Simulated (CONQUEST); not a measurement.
# Na under changes of volume

One of the cells (37.614 Å³/atom); the others are scaled copies at fixed shape and fractional positions:

```xyz
2
Lattice="3.7766 0.0000 0.0000 0.0000 3.7766 0.0000 0.0000 0.0000 5.2746" Properties=species:S:1:pos:R:3 pbc="T T T"
Na    0.0000    0.0000    0.0000
Na    1.8883    1.8883    2.6373
```

This isn't the form of Na at room conditions, which is bcc.

* Program: CONQUEST 1.3
* Functional: PBE
* Potentials or basis: PseudoDojo NC PBE, DZP, grid of 36 × 36 × 60 points
* k mesh: 7 × 7 × 5
* Occupations: fermi-dirac, width 0.05 eV
* Spin: no spin polarisation

```tsv
volume (Å³/atom)	energy over the lowest point (meV/atom)	pressure (GPa)
35.357	0.26	0.1
36.110	0.00	-0.1
36.862	0.91	-0.3
37.614	?	?
38.367	5.17	-0.6
39.119	8.50	-0.8
39.871	12.52	-0.9
```

Q: What does the run at 37.614 Å³/atom give?

A: Energy over the lowest point 2.59 meV/atom; pressure -0.4 GPa.

Worked out: A Birch-Murnaghan fit of order 3 (a polynomial in V^(-2/3)) to the other rows has its minimum at 35.87 Å³/atom with B0 = V·E''(V) = 10.7 GPa and B' = 3.8 at fixed shape and positions, which overstates the stiffness. It gives 2.61 meV/atom at 37.614 Å³/atom, against the run's 2.59, and -dE/dV = -0.5 GPa, against -0.4.

Energies are extrapolated to zero smearing.

Caveats: the basis of atomic orbitals isn't converged, which shifts pressures, moduli and gaps.
